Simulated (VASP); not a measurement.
The system is ZnS (Wurtzite-2H).

```
CELL_PARAMETERS angstrom
3.81100 0.00000 0.00000
-1.90550 3.30042 0.00000
0.00000 0.00000 6.23400
ATOMIC_POSITIONS crystal
Zn 0.66667 0.33333 0.50000
Zn 0.33333 0.66667 0.00000
S 0.66667 0.33333 0.88500
S 0.33333 0.66667 0.38500
```

```yaml
Program: VASP 6.6.1
Task: relaxation of cell and atoms
Functional: revTPSS
Potentials_or_basis: VASP PAW PBE potentials, release 64 (Zn, S)
Cutoff: 600 eV
k_mesh: 8 × 8 × 5
Occupations: fermi-dirac, width 0.05 eV
Spin: no spin polarisation
```

At the start: pressure 0.8 GPa; volume 19.60 Å³/atom.

Question: How do energy, volume and symmetry change on relaxing?

Answer: Over 9 steps the energy falls by 5.2 meV/atom and the volume is 19.76 Å³/atom (+0.8 %); space group P6_3mc (No. 186, to 0.05 Å).

The path:
| step | energy change (eV) | largest force (eV/Å) | pressure (GPa) | volume (Å³) |
| --- | --- | --- | --- | --- |
| 1 | 0.0000 | 0.2956 | 0.80 | 78.41 |
| 2 | -0.0156 | 0.0932 | -0.39 | 79.53 |
| 3 | -0.0156 | 0.0908 | -0.42 | 79.54 |
| 4 | -0.0182 | 0.0423 | -0.01 | 79.08 |
| 5 | -0.0187 | 0.0049 | 0.30 | 78.75 |
| 6 | -0.0205 | 0.0029 | 0.16 | 78.89 |
| 7 | -0.0207 | 0.0014 | 0.10 | 78.95 |
| 8 | -0.0207 | 0.0022 | -0.05 | 79.12 |
| 9 | -0.0207 | 0.0008 | 0.01 | 79.05 |

Final structure:
```cif
data_structure
_symmetry_space_group_name_H-M 'P 1'
_symmetry_Int_Tables_number 1
_cell_length_a 3.8199
_cell_length_b 3.8199
_cell_length_c 6.2556
_cell_angle_alpha 90.000
_cell_angle_beta 90.000
_cell_angle_gamma 120.000
_cell_volume 79.05
loop_
_atom_site_label
_atom_site_type_symbol
_atom_site_fract_x
_atom_site_fract_y
_atom_site_fract_z
_atom_site_occupancy
Zn1 Zn 0.66667 0.33333 0.50514 1
Zn2 Zn 0.33333 0.66667 0.00514 1
S1 S 0.66667 0.33333 0.87986 1
S2 S 0.33333 0.66667 0.37986 1
```

Caveat: the PAW data sets were made with another functional, which shifts forces and pressure a little.
